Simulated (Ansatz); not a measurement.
Set up this calculation in Ansatz 0.2.0, as the native input.

| Property | Result |
| --- | --- |
| Task | band structure |
| Functional | BLYP |
| Potentials or basis | Ansatz PAW |
| Cutoff | 420 eV (not typed: the program's choice for these potentials) |
| k mesh | 8 × 8 × 8 |
| Occupations | fermi-dirac, width 0.05 eV |
| Spin | no spin polarisation |
| Path | [["G", "X", "M", "G", "R", "X"], ["M", "R"]] |
| Points for each segment of the path | 14 |

InPd:

```xyz
2
Lattice="3.2719 0.0000 0.0000 0.0000 3.2719 0.0000 0.0000 0.0000 3.2719" Properties=species:S:1:pos:R:3 pbc="T T T"
In    0.0000    0.0000    0.0000
Pd    1.6359    1.6359    1.6359
```

The cell comes from a database or a generator and needn't be the stable form of this composition.

These files were run (other wordings do the same):

input.yaml

```yaml
crystal:
  lattice:
    - [3.27188478, 0.0, 0.0]
    - [0.0, 3.27188478, 0.0]
    - [0.0, 0.0, 3.27188478]
  atoms:
    - { symbol: In, position: [0.0, 0.0, 0.0] }
    - { symbol: Pd, position: [0.5, 0.5, 0.5] }
hamiltonian:
  xc: blyp
  pseudopotentials: { kind: paw }
kpoints:
  mp_grid: { grid: [8, 8, 8] }
  band_path:
    path:
      - [[0.0, 0.0, 0.0], [0.0, 0.5, 0.0], [0.5, 0.5, 0.0], [0.0, 0.0, 0.0], [0.5, 0.5, 0.5], [0.0, 0.5, 0.0]]
      - [[0.5, 0.5, 0.0], [0.5, 0.5, 0.5]]
    npoints: 14
scf:
  occupations: { method: fermi_dirac, width: 0.05 }
  n_extra_bands: 6
output:
  forces: true
  stress: true
  eigenvalues: true
  fatbands: false
```

Potentials or basis: Ansatz PAW.

Run with:

```console
$ ansatz run input.yaml --threads 2 --pin off --max-ram 5632MiB --backend cpu --events-out ev --progress --plain --runs-dir out
```

Results of the run:

```json
{
 "Pressure": "11.4 GPa",
 "Band gap on the k mesh": "none (metal or under the smearing width)"
}
```

Caveat: spin-orbit coupling is left out, which moves the levels of the heavy elements; the PAW data sets come from PBE, with cores solved anew for the run's functional, which leaves a small shift of forces and pressure.

Wall time 1.6 s on 2 threads of Arm Neoverse V2 (shared host), peak memory 0.3 GiB.
